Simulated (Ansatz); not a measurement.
Rows from a G0W0 calculation on H on the O site (charge +1) in SnO2 (24-atom cell) (Ansatz 0.2.0; G0W0 on LDA, plane waves, PAW; 3×3×2 mesh, 554 empty bands, screening to 130 eV), in eV. Spin-orbit coupling is left out.

| row | k | band | start | Σx | Σc at the solution | Vxc |
| --- | --- | --- | --- | --- | --- | --- |
| A | Γ | v3 | 8.131 | -26.391 | 5.023 | -20.961 |
| B | Γ | v1 | 8.839 | -26.960 | 5.396 | -21.089 |
| C | Γ | v2 | 8.166 | -26.396 | 5.063 | -20.906 |
| D | Γ | c2 | 12.336 | -13.529 | -3.740 | -18.577 |
| E | Γ | c3 | 12.495 | -13.728 | -3.747 | -18.810 |
| F | Γ | c1 | 10.891 | -14.351 | -3.162 | -18.571 |

**Question.** Give the quasiparticle energies and the shift of each level.

The quasiparticle equation reads E = start + Σx + Σc(E) − Vxc.

| row | E (eV) | shift (eV) |
| --- | --- | --- |
| A | 7.724 | −0.407 |
| B | 8.364 | −0.474 |
| C | 7.738 | −0.428 |
| D | 13.645 | +1.309 |
| E | 13.831 | +1.336 |
| F | 11.949 | +1.058 |

The gap over the computed points goes from 2.05 eV to 3.58 eV.

Limits: not at the basis limit; charged cell, levels uncorrected; no spin-orbit coupling; coarse k mesh.

[Runs of the session that timed out or met a known fault of the program may be left out.]

[Cells called generated may have been cut or substituted from an entry of the Crystallography Open Database or the Materials Project.]

[Hosts, paths, dates, database ids (printed as entryN), source tags and the programs' standing remarks are cut or masked in the printed files.]
